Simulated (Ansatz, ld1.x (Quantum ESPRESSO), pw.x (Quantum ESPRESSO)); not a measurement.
Which S potential is closest to all-electron in the fcc crystal?

All use PBE, scalar-relativistic, no spin, cutoffs from each file’s atomic test, pw.x 7.5; 14³ k-points, Fermi–Dirac smearing 0.01 Ry. Δ is the rms difference from all-electron LAPW of the E(V) curves that follow from fits to the pressures, over ±6 % in volume. Mesh and smearing are coarse and serve the comparison alone. The files are a selection: those with a ghost or negative overlap were mostly not run, and those with noisy or unconverged pressures or nearly equal Δ are left out.

All-electron: a0 = 3.994 Å (V0 = 15.92 Å³/atom), B0 = 76.3 GPa.

**Question.** Rank them by Δ, smallest first.
A. norm-conserving Troullier–Martins (Kleinman–Bylander form), ld1.x (Quantum ESPRESSO) 7.5, PBE; core [Ne], reference 3s2 3p4; waves: 3s (bound): rc 1.55 bohr; 3d channel at 0.15 Ry: rc 1.70 bohr; 3p (bound): rc 1.80 bohr; local part: the p channel; core correction: a·sin(br)/r model core inside 1.35 bohr.
B. norm-conserving Troullier–Martins (Kleinman–Bylander form), ld1.x (Quantum ESPRESSO) 7.5, PBE; core [Ne], reference 3s2 3p2.5; waves: 3s (bound): rc 1.35 bohr; 3p (bound): rc 1.35 bohr; 3d channel at 0.35 Ry: rc 1.40 bohr; local part: the d channel; core correction: none.
C. norm-conserving RRKJ (Kleinman–Bylander form), ld1.x (Quantum ESPRESSO) 7.5, PBE; core [Ne], reference 3s2 3p4; waves: 3s (bound): rc 1.40 bohr; 3p (bound): rc 1.45 bohr; 3d channel at 0.45 Ry: rc 1.50 bohr; local part: all-electron potential smoothed inside 1.25 bohr (lloc = -1); core correction: none; rho0 0.005.

**Answer.** A (0.2 meV/atom), C (1.2 meV/atom), B (2.0 meV/atom).
